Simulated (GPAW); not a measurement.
# FeO (I4/mmm) in GPAW: single point with PBE

Aim: the single point of FeO with PBE.

Everything below comes from runs of GPAW 26.7.0. Logs are shortened: lines on timing, memory, paths and dates and some standing lists are left out, and cuts for length are marked. The log counts tension as positive stress, the text compression.

## 1. The crystal as given

The structure is tetragonal, space group I4/mmm (No. 139). Conventional cell: a = 3.204 Å, b = 3.204 Å, c = 4.167 Å, α = 90.00°, β = 90.00°, γ = 90.00°. Around Fe (site symmetry 4/mmm) lie 6 O at 2.08 to 2.27 Å. O (site symmetry 4/mmm) has 6 Fe at 2.08 to 2.27 Å as nearest neighbours.

The cell comes from a database or a generator and needn't be the stable form of this composition.

## 2. Single point, PBE, collinear spin, ferromagnetic start

Contents of run.py:

```python
from ase import Atoms
from ase.dft.bandgap import bandgap
from ase.io import write
from ase.units import GPa
from gpaw import GPAW, PW

atoms = Atoms(['Fe', 'O'],
              cell=[[-1.602103413, 1.602103413, 2.08339225],
                    [1.602103413, -1.602103413, 2.08339225],
                    [1.602103413, 1.602103413, -2.08339225]],
              scaled_positions=[[0.0, 0.0, 0.0],
                                [0.5, 0.5, 0.0]],
              pbc=True)
atoms.set_initial_magnetic_moments([4.5, 0.0])

calc = GPAW(mode=PW(800),
            xc='PBE',
            kpts={'size': (12, 12, 12), 'gamma': True},
            occupations={'name': 'fermi-dirac', 'width': 0.05},
            nbands=17,
            convergence={'density': 1e-05, 'energy': 1e-05},
            maxiter=150,
            txt='gpaw.txt')
atoms.calc = calc
energy = atoms.get_potential_energy()
forces = atoms.get_forces()
stress = atoms.get_stress()
calc.write('gs.gpw')
write('result.traj', atoms)
print(f'Energy: {energy:.6f} eV')
print('Forces (eV/A):')
print(forces.round(4))
print('Stress (GPa):', (stress / GPa).round(3))
print('Moments:', calc.get_magnetic_moments().round(3))
print('Fermi level:', round(calc.get_fermi_level(), 4), 'eV')
print(f'Gap: {bandgap(calc)[0]:.4f} eV, direct: {bandgap(calc, direct=True)[0]:.4f} eV')
```

Potentials or basis: GPAW PAW data sets (gpaw-data 1.2.1), pw.

On the command line:

```console
OMP_NUM_THREADS=1 python run.py
```

gpaw.txt:

```text
__  _  _
 | _ |_)|_||  |
 |__||  | ||/\| - 26.7.0

Input parameters:
  mode=PW(ecut=800.0),
  convergence={'density': 1e-05, 'energy': 1e-05},
  kpts=MonkhorstPack(size=(12, 12, 12), gamma=True),
  maxiter=150,
  nbands=17,
  occupations=Occupations(name='fermi-dirac', width=0.05),
  xc=XC(name='PBE')

Diagonalizing LCAO Hamiltonian
Converting LCAO to pw mode

       O

       Fe

Atoms  # Å, Bohr magnetons
|   | symbol |        x |        y |        z |    initial magnetic moments |
|---|--------|----------|----------|----------|-----------------------------|
| 0 |     Fe | 0.000000 | 0.000000 | 0.000000 | ( 0.0000,  0.0000,  4.5000) |
| 1 |      O | 0.000000 | 0.000000 | 2.083392 | ( 0.0000,  0.0000,  0.0000) |

Unit cell  # Å
| periodic |         x |         y |         z |  lengths |     angles |
|----------|-----------|-----------|-----------|----------|------------|
|      yes | -1.602103 |  1.602103 |  2.083392 | 3.077985 | 117.267883 |
|      yes |  1.602103 | -1.602103 |  2.083392 | 3.077985 | 117.267883 |
|      yes |  1.602103 |  1.602103 | -2.083392 | 3.077985 |  94.801117 |

Number of symmetries: 16
Symmetry operations  # r_c * U_cc + t_c -> r_c
|    | kind |            matrix            |
|----|------|------------------------------|
|  0 |  σ   |  1, 1, 1,  0, 0,-1,  0,-1, 0 |
|  1 |  C4  |  1, 1, 1,  0, 0,-1, -1, 0, 0 |
|  2 |  E   |  1, 0, 0,  0, 1, 0,  0, 0, 1 |
|  3 |  σ   |  1, 0, 0,  0, 1, 0, -1,-1,-1 |
|  4 |  σ   |  0, 1, 0,  1, 0, 0,  0, 0, 1 |
|  5 |  C2  |  0, 1, 0,  1, 0, 0, -1,-1,-1 |
|  6 |  C2  |  0, 0, 1, -1,-1,-1,  1, 0, 0 |
|  7 |  S4  |  0, 0, 1, -1,-1,-1,  0, 1, 0 |
|  8 |  C4  |  0, 0,-1,  1, 1, 1,  0,-1, 0 |
|  9 |  σ   |  0, 0,-1,  1, 1, 1, -1, 0, 0 |
| 10 |  σ   |  0,-1, 0, -1, 0, 0,  1, 1, 1 |
| 11 |  C2  |  0,-1, 0, -1, 0, 0,  0, 0,-1 |
| 12 |  C2  | -1, 0, 0,  0,-1, 0,  1, 1, 1 |
| 13 |  i   | -1, 0, 0,  0,-1, 0,  0, 0,-1 |
| 14 |  S4  | -1,-1,-1,  0, 0, 1,  1, 0, 0 |
| 15 |  C2  | -1,-1,-1,  0, 0, 1,  0, 1, 0 |

BZ-sampling:
  Number of BZ points: 1728
  Number of IBZ points: 163

  Monkhorst-Pack size: [12, 12, 12]
  Monkhorst-Pack shift: [0.041666666666666664, 0.041666666666666664, 0.041666666666666664]

K-points  # in reciprocal-cell coordinates
|     |                                coordinates |     weight |
|-----|--------------------------------------------|------------|
|   0 | ( -0.00000000,  -0.00000000,  -0.00000000) | 0.00057870 |
|   1 | (  0.08333333,  -0.08333333,  -0.00000000) | 0.00231481 |
|   2 | (  0.08333333,  -0.08333333,   0.08333333) | 0.00231481 |
|   3 | (  0.08333333,  -0.00000000,  -0.00000000) | 0.00462963 |
|   4 | (  0.08333333,   0.08333333,  -0.08333333) | 0.00115741 |
|   5 | (  0.16666667,  -0.16666667,  -0.00000000) | 0.00231481 |
|   6 | (  0.16666667,  -0.16666667,   0.08333333) | 0.00462963 |
|   7 | (  0.16666667,  -0.16666667,   0.16666667) | 0.00231481 |
|   8 | (  0.16666667,  -0.08333333,  -0.00000000) | 0.00925926 |
|   9 | (  0.16666667,  -0.08333333,   0.08333333) | 0.00462963 |
| ... |                                            |            |
| 162 | (  0.50000000,   0.50000000,   0.50000000) | 0.00057870 |

Plane wave coefficients: 1121
Cutoff: 800.0 eV

Spin-components: 2 (collinear spins)
Bands:           17
Projectors:      11
Spin-degeneracy: 1
Datatype:        complex128

Parallelization:
  kpt:    1
  domain: 1
  band:   1

Density:
  Valence electrons: 14.0
  Components: 2
  Grid points: [21 21 21]
  Charge: 0.0  # |e|

Potential:
  Grid points: [21 21 21]

species:
  Fe:
    name:    Iron
    Z:       26.0
    valence: 8
    core:    18
    charge:  0.0  # [|e|]
    compensation charges:
      type: gauss
      rc: 0.33  # [Å]
      lmax: 2
    cutoffs:
      filter: 2.06  # [Å]
      core: 2.67  # [Å]
    projectors
    | kind |    occ | energy [eV] | rcut [Å] |
    |------|--------|-------------|----------|
    |   4s |  2.000 |      -5.291 |    1.164 |
    |   4p |  0.000 |      -1.326 |    1.058 |
    |   3d |  6.000 |      -7.505 |    1.058 |
    |    s |        |      21.920 |    1.164 |
    |    p |        |      25.885 |    1.058 |
    |    d |        |      19.706 |    1.058 |

    Using partial waves for Fe as LCAO basis

  O:
    name:    Oxygen
    Z:       8.0
    valence: 6
    core:    2
    charge:  0.0  # [|e|]
    compensation charges:
      type: gauss
      rc: 0.21  # [Å]
      lmax: 2
    cutoffs:
      filter: 1.17  # [Å]
      core: 0.83  # [Å]
    projectors
    | kind |    occ | energy [eV] | rcut [Å] |
    |------|--------|-------------|----------|
    |   2s |  2.000 |     -23.961 |    0.688 |
    |   2p |  4.000 |      -9.029 |    0.598 |
    |    s |        |       3.251 |    0.688 |
    |    p |        |      18.182 |    0.598 |
    |    d |        |       0.000 |    0.619 |

    Using partial waves for O as LCAO basis

Reference energy: -36660.306901  # eV

eigensolver:
  PPCG
  Converge bands: occupied
  niter=2

density mixing:
  MSR1-Mixer
  Pratt-step length: 0.05
  Maximum mixing coefficient: 0.75
  Old densities: 10
  SVD Regularization: 0.005
  Good broyden scale: 1.0
  Trust region scale: 1.0
  Backstep threshold: 4.0
  History deletion threshold: 6.0
  Fourier metric: weight=20.0, sigma=0.015

occupation numbers:
  Fermi-Dirac:
    width: 0.0500  # eV

poisson solver:
  ecut: 6400.0  # eV

xc functional:
  name: PBE with 2 nearest neighbor stencil

convergence criteria:
- Maximum integral of absolute [dens]ity change: 1e-05 electrons / valence electron
- Maximum [total energy] change in last 3 cyles: 1e-05 eV / valence electron
- Maximum integral of absolute [eigenst]ate change: 4e-08 eV^2 / valence electron
maximum number of iterations: 150

SCF iterations
|iter     | |      energy | eigst |  dens |  magmom |
|---------|-|-------------|-------|-------|---------|
|iter:   1| |  -16.794370 | -0.21 |       |  +4.4703|
|iter:   2| |  -16.561506 | -2.28 | -0.72 |  +4.4467|
|iter:   3| |  -15.819836 | -1.31 | -0.76 |  +4.1738|
|iter:   4| |  -15.846775 | -2.90 | -1.36 |  +4.0819|
|iter:   5| |  -15.859852 | -3.09 | -1.64 |  +4.0139|
|iter:   6| |  -15.859897 | -4.00 | -2.01 |  +3.9973|
|iter:   7| |  -15.860342 | -4.46 | -2.48 |  +3.9995|
|iter:   8| |  -15.860353 | -5.81 | -3.22 |  +4.0007|
|iter:   9| |  -15.860351c| -6.77 | -3.70 |  +4.0012|
|iter:  10| |  -15.860351c| -8.00c| -4.37 |  +4.0012|
|iter:  11| |  -15.860350c| -7.94c| -4.79 |  +4.0011|
|iter:  12| |  -15.860350c| -8.55c| -5.44c|  +4.0011|

Converged in 12 steps
Energy contributions relative to reference atoms: (reference = -36660.306901)

Energy contributions:
  Kinetic:          23.766681
  Coulomb:         -21.444475
  Zero:              0.244357
  External:          0.000000
  Xc:              -18.420388
  Entropy:          -0.013051
  Spinorbit:         0.000000
  ----------------------------
  Free energy:     -15.866875
  Extrapolated:    -15.860350

dipole moment: (-8.346671, -8.346671, 0.851196)  # |e|*Ang

Total magnetic moment: (0.000000, 0.000000, 4.001149)

Local magnetic moments
|        x |        y |        z |
|----------|----------|----------|
| 0.000000 | 0.000000 | 3.540440 |  # Fe   0
| 0.000000 | 0.000000 | 0.228806 |  # O    1

Fermi level: 8.401
Eigenvalues  # (at kpt = [-0.000, -0.000, -0.000])
| band index |      eig [eV] | occ [0-1] |      eig [eV] | occ [0-1] |
|------------|---------------|-----------|---------------|-----------|
|          0 |       -11.961 |     1.000 |       -11.454 |     1.000 |
|          1 |         4.493 |     1.000 |         4.962 |     1.000 |
|          2 |         4.493 |     1.000 |         5.294 |     1.000 |
|          3 |         4.512 |     1.000 |         5.294 |     1.000 |
|          4 |         4.633 |     1.000 |         7.672 |     1.000 |
|          5 |         4.734 |     1.000 |         7.672 |     1.000 |
[... 9 lines left out ...]
|         15 |        26.706 |     0.000 |        28.331 |     0.000 |
|         16 |        29.680 |     0.000 |        30.773 |     0.000 |

No gap
No difference between direct/indirect transitions

Forces  # eV/Ang
|        x |       y |       z |
|----------|---------|---------|
|  0.00000 | 0.00000 | 0.00000 |  # Fe   0
| -0.00000 | 0.00000 | 0.00000 |  # O    1

Stress tensor  # eV/Ang^3
|        x |        y |        z |
|----------|----------|----------|
| 0.062119 | 0.000000 | 0.000000 |
| 0.000000 | 0.062119 | 0.000000 |
| 0.000000 | 0.000000 | 0.025811 |

# Writing to gs.gpw (mode='')
```

It took 2.8 min on 1 thread of Arm Neoverse V1, shared host; peak memory 0.28 GiB.

What came out:

| Quantity | Value |
| --- | --- |
| Free energy | -15.8669 eV |
| Pressure | -8.0 GPa |
| Band gap on the k mesh | none (metal or under the smearing width) |
| Net moment | 4.00 μB per cell |
| Site moments | Fe +3.54; O +0.23 μB |

Caveat: a cell with one magnetic atom can't hold antiferromagnetic order, which such compounds often take; semilocal functionals often make such compounds metallic where correlation or magnetic order opens a gap, which also shifts bond lengths. With open d or f shells a metallic result of PBE can be an artefact of self-interaction; +U or a hybrid may open a gap.
